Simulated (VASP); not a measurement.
# Be16H (a cell with a defect) in VASP: further runs

One crystal, Be16H (a cell with a defect), is run at these levels: PBE; tasks: single point.

All numbers are computed with VASP 6.6.1; they aren't measurements. Logs are shortened: lines on timing, memory, paths and dates and some standing lists are left out, and cuts for length are marked.

### Step 1. The structure

The cell holds a defect, 17 atoms: a = 4.580 Å, b = 3.966 Å, c = 7.177 Å, α = 90.00°, β = 90.00°, γ = 90.00°.

The cell was built by a generator and needn't be a form met in nature.

### Step 2. Single point, PBE

Input file INCAR:

```
PREC = Accurate
ENCUT = 520
EDIFF = 1E-6
ISMEAR = -1
SIGMA = 0.05
LREAL = Auto
LASPH = True
NELM = 80
ALGO = Fast
ISIF = 2
LWAVE = False
LCHARG = False
GGA = PE
NBANDS = 30
```

Input file KPOINTS:

```
regular mesh
0
Gamma
  4 4 3
```

Input file POSCAR:

```
Be16H
1.0
   -2.2900000000     -3.9663960000      0.0000000000
    3.4350000000     -1.9831980000      0.0000000000
    0.0000000000      0.0000000000      7.1768600000
Be H
16 1
Direct
    0.7502170241      0.5004806361     -0.0049556491
    0.4883286311      0.3363367002      0.2446515607
    0.7502228986      0.5118938683      0.5046178970
    0.4996903678      0.3336500560      0.7491253835
    0.4986153739     -0.0014607842     -0.0015920612
    0.2502159954      0.8276124103      0.2509657427
    0.4929238594     -0.0072979220      0.5059938469
    0.2502188470      0.8267464802      0.7541500043
    0.2502168680      0.4989198334     -0.0018949791
    0.0120980841      0.3363533079      0.2446532328
    0.2502174707      0.4978224186      0.5020117433
    0.0007507533      0.3336536317      0.7491269162
    0.0018204494     -0.0014585650     -0.0015899711
    0.7502159208      0.8290082849      0.2467046870
    0.0075194069     -0.0072927389      0.5059939862
    0.7502209858      0.8384893908      0.7531115279
    0.7502154593      0.1826950224      0.3341315004
```

Potentials or basis: VASP PAW PBE potentials, release 64 (Be, H).

Command:

```sh
$ cat potpaw_PBE.64/Be/POTCAR potpaw_PBE.64/H/POTCAR > POTCAR
$ mpirun -np 1 vasp_std > vasp.out
```

OUTCAR:

```text
PREC = Accurate
   ENCUT = 520
   EDIFF = 1E-6
   ISMEAR = -1
   LREAL = Auto
   LASPH = True
   NELM = 80
   ISIF = 2
   GGA = PE

 ion  position               nearest neighbor table
   1  0.750  0.500  0.995-  16 2.19   4 2.21  12 2.21  14 2.23  10 2.25   2 2.25   5 2.29  13 2.29
                             9 2.29   9 2.29  13 2.30   5 2.30
   2  0.488  0.336  0.245-  17 1.49   9 2.18  10 2.18   5 2.22   6 2.23  11 2.24   1 2.25  14 2.29
                             6 2.29   7 2.32   3 2.32  14 2.34
   3  0.750  0.512  0.505-  16 2.20  12 2.21   4 2.21  14 2.24   7 2.24  15 2.24  11 2.29  11 2.29
                            10 2.32   2 2.32  15 2.37   7 2.37
   4  0.500  0.334  0.749-   1 2.21   7 2.21  11 2.21   3 2.21   9 2.22   5 2.23   8 2.27  16 2.27
                            12 2.29  12 2.29  16 2.31   8 2.31
   5  0.499  0.999  0.998-  16 2.20   8 2.20   2 2.22  14 2.23   4 2.23   6 2.24  13 2.28   9 2.29
                             1 2.29   9 2.29   1 2.30  13 2.30
   6  0.250  0.828  0.251-  11 2.23  10 2.23   2 2.23   9 2.23  15 2.24   7 2.24  13 2.24   5 2.24
                            14 2.29  14 2.29   2 2.29  10 2.29
   7  0.493  0.993  0.506-   8 2.20   4 2.21  16 2.22  15 2.22   6 2.24   3 2.24  11 2.26  11 2.29
                            14 2.30   2 2.32  15 2.36   3 2.37
   8  0.250  0.827  0.754-   9 2.18   5 2.20  13 2.20  15 2.20   7 2.20  11 2.23  12 2.27   4 2.27
                            16 2.29  16 2.29   4 2.31  12 2.31
   9  0.250  0.499  0.998-   2 2.18  10 2.18   8 2.18  12 2.22   4 2.22   6 2.23   5 2.29  13 2.29
                            13 2.29   5 2.29   1 2.29   1 2.29
  10  0.012  0.336  0.245-  17 1.49   9 2.18   2 2.18  13 2.22   6 2.23  11 2.24   1 2.25  14 2.29
                             6 2.29  15 2.32   3 2.32  14 2.34
  11  0.250  0.498  0.502-  12 2.21   4 2.21   6 2.23   8 2.23  10 2.24   2 2.24  15 2.26   7 2.26
                             3 2.29   3 2.29  15 2.29   7 2.29
  12  0.001  0.334  0.749-   1 2.21  15 2.21  11 2.21   3 2.21   9 2.22  13 2.23   8 2.27  16 2.27
                             4 2.29   4 2.29  16 2.31   8 2.31
  13  0.002  0.999  0.998-  16 2.20   8 2.20  10 2.22  14 2.23  12 2.23   6 2.24   5 2.28   9 2.29
                             1 2.29   9 2.29   1 2.30   5 2.30
  14  0.750  0.829  0.247-  17 1.54   5 2.23  13 2.23   1 2.23   3 2.24   6 2.29   6 2.29  10 2.29
                             2 2.29   7 2.30  15 2.30   2 2.34  10 2.34
  15  0.008  0.993  0.506-   8 2.20  12 2.21  16 2.22   7 2.22   6 2.24   3 2.24  11 2.26  11 2.29
                            14 2.30  10 2.32   7 2.36   3 2.37
  16  0.750  0.838  0.753-   1 2.19  13 2.20   5 2.20   3 2.20   7 2.22  15 2.22   4 2.27  12 2.27
                             8 2.29   8 2.29  12 2.31   4 2.31
  17  0.750  0.183  0.334-   2 1.49  10 1.49  14 1.54

  LATTYP: Found a simple orthorhombic cell.
 ALAT       =     3.9663962620
 B/A-ratio  =     1.1547004875
 C/A-ratio  =     1.8094157835

  Lattice vectors:

 A1 = (  -3.4350000000,   1.9831980000,   0.0000000000)
 A2 = (  -2.2900000000,  -3.9663960000,   0.0000000000)
 A3 = (   0.0000000000,   0.0000000000,   7.1768600000)

Analysis of symmetry for initial positions (statically):
=====================================================================
 Subroutine PRICEL returns:
 Original cell was already a primitive cell.

 Routine SETGRP: Setting up the symmetry group for a
 simple orthorhombic supercell.

 Subroutine GETGRP returns: Found  1 space group operations
 (whereof  1 operations were pure point group operations)
 out of a pool of  8 trial point group operations.

The static configuration has the point symmetry C_1 .

Analysis of symmetry for dynamics (positions and initial velocities):
=====================================================================
 Subroutine PRICEL returns:
 Original cell was already a primitive cell.

 Routine SETGRP: Setting up the symmetry group for a
 simple orthorhombic supercell.

 Subroutine GETGRP returns: Found  1 space group operations
 (whereof  1 operations were pure point group operations)
 out of a pool of  8 trial point group operations.

The dynamic configuration has the point symmetry C_1 .

 Subroutine INISYM returns: Found  1 space group operations
 (whereof  1 operations are pure point group operations),
 and found     1 'primitive' translations

----------------------------------------------------------------------------------------

                                     Primitive cell

  volume of cell :     130.3755

[... 57 lines left out ...]
  Cartesian coordinates                     Fractional coordinates (reciprocal lattice)
    -0.027292576 -0.047272133  0.000000000     0.250000000  0.000000000  0.000000000
     0.054585153 -0.031514755  0.000000000     0.000000000  0.250000000  0.000000000
     0.000000000  0.000000000  0.046445567     0.000000000  0.000000000  0.333333333

  Length of vectors
     0.054585156  0.063029507  0.046445567

  Shift w.r.t. Gamma in fractional coordinates (k-lattice)
     0.000000000  0.000000000  0.000000000

 Subroutine IBZKPT returns following result:
 ===========================================

 Found     26 irreducible k-points:

 Following reciprocal coordinates:
            Coordinates               Weight
  0.000000  0.000000  0.000000      1.000000
  0.250000  0.000000  0.000000      2.000000
  0.500000  0.000000  0.000000      1.000000
  0.000000  0.250000  0.000000      2.000000
  0.250000  0.250000  0.000000      2.000000
 -0.250000  0.250000  0.000000      2.000000
[... 16 lines left out ...]
  0.000000  0.500000  0.333333      2.000000
  0.250000  0.500000  0.333333      2.000000
 [... further k-points ...]
   k-points           NKPTS =     26   k-points in BZ     NKDIM =     26   number of bands    NBANDS=     30
   number of dos      NEDOS =    301   number of ions     NIONS =     17
   total plane-waves  NPLWV =  58320
   dimension x,y,z NGX =    36 NGY =   30 NGZ =   54
   dimension x,y,z NGXF=    72 NGYF=   60 NGZF=  108
   ions per type =              16   1
   NGX,Y,Z   is equivalent  to a cutoff of  13.07, 12.57, 12.51 a.u.
   NGXF,Y,Z  is equivalent  to a cutoff of  26.13, 25.15, 25.02 a.u.
 SYSTEM =  unknown system
   PREC   = accura    normal or accurate (medium, high low for compatibility)
   ISTART =      0    job   : 0-new  1-cont  2-samecut
   ICHARG =      2    charge: 1-file 2-atom 10-const
   ISPIN  =      1    spin polarized calculation?
   LNONCOLLINEAR =      F non collinear calculations
   LSORBIT =      F    spin-orbit coupling
   LASPH  =      T    aspherical Exc in radial PAW
   ENCUT  =  520.0 eV  38.22 Ry    6.18 a.u.   8.52  7.37 13.34*2*pi/ulx,y,z
   NELM   =     80;   NELMIN=  2; NELMDL= -5     # of ELM steps
   EDIFF  = 0.1E-05   stopping-criterion for ELM
   LREAL  =      T    real-space projection
   EDIFFG = 0.1E-04   stopping-criterion for IOM
   NSW    =      0    number of steps for IOM
   IBRION =     -1    ionic relax: 0-MD 1-quasi-New 2-CG
   NFREE  =      0    steps in history (QN), initial steepest desc. (CG)
   ISIF   =      2    stress and relaxation
   ISYM   =      2    0-nonsym 1-usesym 2-fastsym
   POTIM  = 0.5000    time-step for ionic-motion
   TEBEG  =    0.0;   TEEND  =   0.0 temperature during run
   PSTRESS=    0.0 pullay stress
   NELECT =      33.0000    total number of electrons
   NUPDOWN=      -1.0000    fix difference up-down
   EMIN   =  10.00;   EMAX   =-10.00  energy-range for DOS
   EFERMI =   0.00;   METHOD = LEGACY
   ISMEAR =    -1;   SIGMA  =   0.05  broadening in eV -4-tet -1-fermi 0-gaus
   EFERMI_NEDOS =   21; number of points for ismear=-14 and -15
   IALGO  =     68    algorithm
   IMIX   =      4    mixing-type and parameters
     AMIX     =   0.40;   BMIX     =  1.00
     AMIX_MAG =   1.60;   BMIX_MAG =  1.00
  volume/ion in A,a.u.               =       7.67        51.75
  Fermi-wavevector in a.u.,A,eV,Ry     =   1.035573  1.956950 14.591049  1.072412
  Thomas-Fermi vector in A             =   2.169923
   LORBIT       =      0    0 simple, 1 ext, 2 COOP (PROOUT), +10 PAW based schemes
   GGA     = PE    functional components
   LHFCALC =     F    Hartree Fock is set to
   AEXX    =    0.0000 exact exchange contribution
   IVDW    =     0    specifies the selected vdW correction
   LEPSILON=     F    determine dielectric tensor
   LRPA    =     F    only Hartree local field effects (RPA)
 non-spin polarized calculation
 RMM-DIIS sequential band-by-band and
  energy-cutoff  :      520.00
  volume of cell :      130.38
 maximum number of plane-waves:      3529
 NGX is ok and might be reduce to    36
   NGX = 17   NGY = 15   NGZ = 27

 number of electron      33.0000000 magnetization

 Free energy of the ion-electron system (eV)
  ---------------------------------------------------
  ext. energy  EPLUGINS =         0.00000000
  ---------------------------------------------------
  free energy    TOTEN  =       -61.62826349 eV

  energy without entropy =      -61.61005028  energy(sigma->0) =      -61.61915689

 E-fermi :   7.4815     XC(G=0): -10.5834

 val. band max:        7.4696465566   @ k =   0.5000   0.2500   0.0000
 cond. band min:       7.4934564967   @ k =   0.2500   0.0000   0.0000
 fundamental gap:      0.0238099401
 Fermi energy:         7.4815369873

 k-point     1 :       0.0000    0.0000    0.0000
  band No.  band energies     occupation
      1      -5.1191      2.00000
      2      -2.9950      2.00000
      3      -2.1838      2.00000
      4      -0.2210      2.00000
      5       0.9704      2.00000
      6       1.5495      2.00000
[... 733 lines left out ...]
     27      13.2119      0.00000
     28      13.4130      0.00000

 [... further k-points ...]

 [bands above 28 left out]

------------------------ aborting loop because EDIFF is reached ----------------------------------------

  FORCE on cell =-STRESS in cart. coord.  units (eV):
  Direction    XX          YY          ZZ          XY          YZ          ZX
  --------------------------------------------------------------------------------------
  -------------------------------------------------------------------------------------
  Total        0.3000999     -0.3410524      1.1926980     -0.5552869      0.0136131     -0.0234097
  in kB        3.6879113     -4.1911743     14.6569984     -6.8238898      0.1672905     -0.2876800
  external PRESSURE =       4.7179118 kB  Pullay stress =       0.0000000 kB

 VOLUME and BASIS-vectors are now :
 -----------------------------------------------------------------------------
  energy-cutoff  :      520.00
  volume of cell :      130.38
      direct lattice vectors                 reciprocal lattice vectors
    -2.290000000 -3.966396000  0.000000000    -0.109170306 -0.189088533  0.000000000
     3.435000000 -1.983198000  0.000000000     0.218340611 -0.126059022  0.000000000
     0.000000000  0.000000000  7.176860000     0.000000000  0.000000000  0.139336702

 POSITION                                       TOTAL-FORCE (eV/Angst)
 -----------------------------------------------------------------------------------
      0.00115     -3.96821      7.14129        -0.029044      0.016770     -0.015935
      0.03704     -2.60393      1.75583        -0.032023     -0.021987     -0.060347
      0.04034     -3.99087      3.62157         0.007730     -0.004346     -0.065131
      0.00180     -2.64366      5.37637         0.001266      0.012576     -0.039155
      2.28815     -3.95801      7.16543         0.004008     -0.006347     -0.003210
      2.26985     -2.63378      1.80115        -0.000223      0.000018     -0.033931
[... 9 lines left out ...]
      1.16220     -4.63856      5.40498         0.008227     -0.004696     -0.023317
     -1.09044     -3.33797      2.39801         0.011126     -0.006492      0.566196
 -----------------------------------------------------------------------------------
    total drift:                               -0.001690      0.000980     -0.000136

  FREE ENERGIE OF THE ION-ELECTRON SYSTEM (eV)
  ---------------------------------------------------
  free  energy   TOTEN  =       -61.6282634938 eV

  energy  without entropy=      -61.6100502795  energy(sigma->0) =      -61.61915689
```

Run time: 2.2 min. Hardware: 1 thread of Intel Xeon Platinum 8259CL at 2.50GHz (Skylake/Cascade Lake), shared host; peak memory 0.24 GiB.

Results:

* Free energy: -61.6283 eV
* Pressure: 0.5 GPa
* Largest force: 0.566 eV/Å
* Band gap on the k mesh: none (metal or under the smearing width)

Forces on the atoms (eV/Å):
```
Be  -0.029  0.017 -0.016
Be  -0.032 -0.022 -0.060
Be   0.008 -0.004 -0.065
Be   0.001  0.013 -0.039
Be   0.004 -0.006 -0.003
Be   0.000  0.000 -0.034
Be   0.002  0.028 -0.042
Be  -0.002  0.001 -0.016
Be   0.015 -0.009 -0.034
Be   0.003  0.039 -0.060
Be   0.013 -0.008 -0.033
Be  -0.010 -0.007 -0.039
Be   0.007  0.000 -0.003
Be   0.024 -0.014 -0.056
Be  -0.023 -0.015 -0.042
Be   0.008 -0.005 -0.023
H    0.011 -0.006  0.566
```

Caveat: the k mesh is coarse (spacing up to 0.40 Å⁻¹), so the values aren't converged.

### Step 3. Single point, PBE

Input file INCAR:

```
PREC     = Accurate       # precision mode
ENCUT    = 520            # plane-wave cutoff, eV
EDIFF    = 1E-6           # SCF threshold, eV
ISMEAR   = -1             # smearing method
SIGMA    = 0.05           # smearing width, eV
LREAL    = Auto         
LASPH    = T              # aspherical terms in the spheres
NELM     = 80             # most SCF steps
ALGO     = Normal         # electronic algorithm
ISIF     = 2              # what is computed and relaxed
LWAVE    = F              # write WAVECAR
LCHARG   = T              # write CHGCAR
GGA      = PE             # functional
LELF     = T              # ELF
LVHAR    = T            
NBANDS   = 30             # bands
```

Input file KPOINTS:

```
Automatic mesh
0
Gamma
  4 4 3
```

Input file POSCAR:

```
Be16H
1.0
   -2.2900000000     -3.9663960000      0.0000000000
    3.4350000000     -1.9831980000      0.0000000000
    0.0000000000      0.0000000000      7.1768600000
Be H
16 1
Direct
    0.7502094195      0.5043981283     -0.0057707688
    0.4834424964      0.3392120282      0.2460088395
    0.7502120499      0.5108304496      0.5062822739
    0.5005553054      0.3337440027      0.7495704249
    0.4980316204     -0.0025285559     -0.0037048236
    0.2502082473      0.8280625579      0.2508613795
    0.4954270686     -0.0058541523      0.5062152529
    0.2502096199      0.8266812313      0.7525551564
    0.2502081652      0.4963096647     -0.0016227152
    0.0169591966      0.3392435401      0.2460114869
    0.2502088609      0.4952443352      0.5016175598
   -0.0001309372      0.3337464786      0.7495712610
    0.0023882838     -0.0025271704     -0.0037025942
    0.7502029359      0.8245026850      0.2478494773
    0.0049964046     -0.0058510141      0.5062144169
    0.7502134196      0.8366590192      0.7519582380
    0.7502122290      0.1805478907      0.2919736486
```

Potentials or basis: VASP PAW PBE potentials, release 64 (Be, H).

Command:

```sh
$ cat potpaw_PBE.64/Be/POTCAR potpaw_PBE.64/H/POTCAR > POTCAR
$ mpirun -np 1 vasp_std > vasp.out
```

It took 3 min on 1 thread of Intel Xeon Platinum 8259CL at 2.50GHz (Skylake/Cascade Lake), shared host; peak memory 0.25 GiB.

The run converged. Its results:

```
Free energy            : -61.4186 eV
Pressure               : 1.3 GPa
Largest force          : 0.626 eV/Å
Band gap on the k mesh : none (metal or under the smearing width)
```

Forces in eV/Å, atoms in the order of the input:
```
Be  -0.030  0.017 -0.017
Be  -0.013 -0.009 -0.104
Be   0.021 -0.012 -0.050
Be   0.002  0.010 -0.043
Be   0.008 -0.011 -0.011
Be   0.003 -0.002 -0.025
Be  -0.004  0.028 -0.027
Be  -0.002  0.001  0.000
Be   0.008 -0.004 -0.040
Be   0.000  0.016 -0.104
Be  -0.003  0.001 -0.035
Be  -0.007 -0.006 -0.043
Be   0.013 -0.001 -0.011
Be   0.019 -0.011 -0.076
Be  -0.026 -0.011 -0.027
Be   0.002 -0.001 -0.012
H    0.009 -0.005  0.626
```

Stress tensor (GPa, compression positive):
```
 0.35 -0.25 -0.07
-0.25  0.06  0.04
-0.07  0.04  3.60
```

Levels at points of the mesh, in eV from the Fermi level:
```csv
k point,band 14,band 15,band 16,band 17,band 18,band 19
"(0.00, 0.00, 0.00)",-3.70,-0.83,0.09,0.34,0.70,0.85
"(0.50, 0.00, 0.00)",-2.46,-2.41,-2.40,-1.02,0.13,0.40
"(0.00, 0.50, 0.00)",-3.69,-2.66,-2.61,-0.36,0.68,0.71
"(0.50, 0.50, 0.00)",-1.05,-0.93,-0.87,-0.15,0.37,0.51
```

Caveat: the k mesh is coarse (spacing up to 0.40 Å⁻¹), so the values aren't converged.
